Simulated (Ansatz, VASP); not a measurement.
One calculation of SiC, two programs

```
Si C
1.0
     0.00000    4.35800    4.35800
     4.35800    0.00000    4.35800
     4.35800    4.35800    0.00000
Si C
8 8
Direct
  0.00000 0.00000 0.00000
  0.00000 0.00000 0.50000
  0.00000 0.50000 0.00000
  0.00000 0.50000 0.50000
  0.50000 0.00000 0.00000
  0.50000 0.00000 0.50000
  0.50000 0.50000 0.00000
  0.50000 0.50000 0.50000
  0.12500 0.12500 0.12500
  0.12500 0.12500 0.62500
  0.12500 0.62500 0.12500
  0.12500 0.62500 0.62500
  0.62500 0.12500 0.12500
  0.62500 0.12500 0.62500
  0.62500 0.62500 0.12500
  0.62500 0.62500 0.62500
```

Alike in both runs: task electric field gradients; functional PBE; k mesh 4 × 4 × 4; no spin polarisation.

```csv
,VASP,Ansatz
version,VASP 6.6.1,Ansatz 0.2.0
potentials or method,"VASP PAW PBE potentials, release 64 (Si, C)","plane-wave PAW, scalar-relativistic"
plane-wave cutoff (eV),520,420
occupations,"gaussian, width 0.01 eV",fixed
valence electrons in the cell,64,64
```

|  | VASP | Ansatz | Ansatz less VASP |
| --- | --- | --- | --- |
| gap on the k mesh at the Fermi level (eV) | 1.36 | 1.36 | +0.003 |
| Vzz of the field gradient on the site that differs most (V/Å²) | 0.0 | 0.0 | 0.00 |

Expect the measured gap to be larger: semilocal functionals such as PBE lack the derivative discontinuity.
